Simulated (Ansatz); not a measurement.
**BP (h-MgO type): the band gap by level of theory**

All numbers come from the plane-wave code Ansatz. Spin-unpolarised throughout. Whether this structure exists isn't addressed.

Structure: BP, h-MgO type (it has left that coordination), at its r2SCAN minimum. The symmetry is P6_3/mmc (No. 194, hexagonal); a = 3.204 Å, c = 8.467 Å in the conventional setting, 18.82 Å³ an atom. Around B lie 3 P at 1.85 Å; around P lie 3 B at 1.85 Å.

```yaml
crystal:
  lattice:
    - [3.20394, 0.00000, 0.00000]
    - [-1.60197, 2.77469, 0.00000]
    - [0.00000, 0.00000, 8.46663]
  atoms:
    - { symbol: B, position: [0.33333, 0.66667, 0.25000] }
    - { symbol: B, position: [0.66667, 0.33333, 0.75000] }
    - { symbol: P, position: [0.66667, 0.33333, 0.25000] }
    - { symbol: P, position: [0.33333, 0.66667, 0.75000] }
```

Relaxed lattice by functional, symmetry kept:
```json
{"functional": "PBE", "k mesh": "12×12×6", "a (Å)": "3.214", "c (Å)": "9.865", "volume (Å³/atom)": "22.07"}
{"functional": "r2SCAN", "k mesh": "12×12×2", "a (Å)": "3.204", "c (Å)": "8.467", "volume (Å³/atom)": "18.82"}
{"functional": "PBEsol", "k mesh": "12×12×2", "a (Å)": "3.201", "c (Å)": "8.544", "volume (Å³/atom)": "18.95"}
{"functional": "LDA", "k mesh": "12×12×2", "a (Å)": "3.180", "c (Å)": "7.887", "volume (Å³/atom)": "17.27"}
{"functional": "HSE06", "k mesh": "6×6×2", "a (Å)": "3.201", "c (Å)": "9.152", "volume (Å³/atom)": "20.30"}
```

Band edges at fixed r2SCAN geometry:
```
       level   k mesh  gap (eV)      kind           edges  least direct gap (eV)        rough cost
         LDA  12×12×4      0.78  indirect  M–K (0.80) → H                   0.80   10 core-seconds
         PBE  12×12×4      0.84  indirect  M–K (0.80) → H                   0.87   12 core-seconds
      r2SCAN  12×12×4      1.03  indirect  M–K (0.80) → H                   1.05   20 core-seconds
       HSE06    6×6×2      1.30  indirect  M–K (0.80) → H                   1.32  2.7 core-minutes
        PBE0    6×6×2      1.83    direct      M–K (0.80)                   1.83  2.7 core-minutes
Hartree-Fock    6×6×2      6.21  indirect  M–K (0.80) → M                   6.30  2.5 core-minutes
```
PBE: smearing of 0.02 eV; the others have fixed occupations.
Wave cutoffs: 420 eV, 500 eV (r2SCAN).
Points off the special ones are mesh points or PBE's searched band edges, reused at the other levels. Set aside, since their points miss a band edge that the other levels read or their mesh is too coarse: LC-ωPBE.
Costs come from shared machines and give only the order; PBE's includes the band path.

The HSE06 gap is indirect, 1.30 eV (M–K (0.80 of the way from M) to H), below the direct gap of 1.32 eV at H. A second conduction valley, at M–K (0.80 of the way from M), lies only 26 meV higher, so their order isn't settled.

r2SCAN covers 40 % of the step from PBE to HSE06, while HSE06 needs about 8 times r2SCAN's cost (on a coarser mesh). Direct and least gap lie within 0.04 eV at some levels, so the kind of gap isn't settled.

r2SCAN (ground state on 9×9×4): The clamped-ion dielectric constant comes out as 14.3 along x and y, 3.3 along z. Born charges, averaged over directions: B +1.20, P -1.20 e. The program warns that the response isn't settled on this k mesh. PBE (ground state on 9×9×4): The clamped-ion dielectric constant comes out as 16.58 along x and y, 3.45 along z. Born charges, averaged over directions: B +1.19, P -1.19 e.

On the PBEsol cell (a = 3.201 Å, c = 8.544 Å), with PBEsol: One optical level at Γ is imaginary (19i cm⁻¹, printed negative). The program warns that the force constants, and all that is formed from them, aren't settled on this k mesh, so whether the cell is unstable needs a finer one. ε∞: 17.00 along x and y, 3.44 along z. Born charges, averaged over directions: B +1.16, P -1.16 e.

The meshes of the hybrids are coarse, so their gaps aren't converged to the digits shown.
